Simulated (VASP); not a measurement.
Input of a VASP 6.6.1 run:

The input INCAR:

```
SYSTEM = Ge
PREC = Accurate
ENCUT = 600
EDIFF = 1E-6
ISMEAR = 0
SIGMA = 0.03
LREAL = .False.
LASPH = .True.
NELM = 80
ALGO = Normal
ISIF = 3
LWAVE = .False.
LCHARG = .False.
GGA = PE
IBRION = 2
NSW = 90
EDIFFG = -0.01
```

File KPOINTS:

```
Automatic mesh
0
Gamma
  10 10 10
  0 0 0
```

Contents of POSCAR:

```
Ge
1.0
    0.0000000000      2.8289100000      2.8289100000
    2.8289100000      0.0000000000      2.8289100000
    2.8289100000      2.8289100000      0.0000000000
Ge
2
Direct
    0.0000000000      0.0000000000      0.0000000000
    0.2500000000      0.2500000000      0.2500000000
```

Potentials or basis: VASP PAW PBE potentials, release 64 (Ge_d).

The run is started by

```console
$ cat potpaw_PBE.64/Ge_d/POTCAR > POTCAR
$ mpirun -np 1 vasp_std > vasp.out
```

Q: What does it give for the relaxed cell?

A: a = 4.070 Å, b = 4.070 Å, c = 4.070 Å, α = 60.00°, β = 60.00°, γ = 60.00°.

Q: Estimate the relaxed volume.

A: 23.84 Å³/atom.

Q: Estimate the band gap on the k mesh.

A: None (metal or under the smearing width).

Q: Estimate the space group after relaxing (to 0.05 Å).

A: Fd-3m (No. 227).

Final structure:
```xyz
2
Lattice="0.0000 2.8781 2.8781 2.8781 0.0000 2.8781 2.8781 2.8781 0.0000" Properties=species:S:1:pos:R:3 pbc="T T T"
Ge    0.0000    0.0000    0.0000
Ge    1.4391    1.4391    1.4391
```

Caveat: this crystal is a semiconductor, whose small gap the functional closes, so the metal is an error of the method. Zero-point motion and thermal expansion aren't in these numbers.
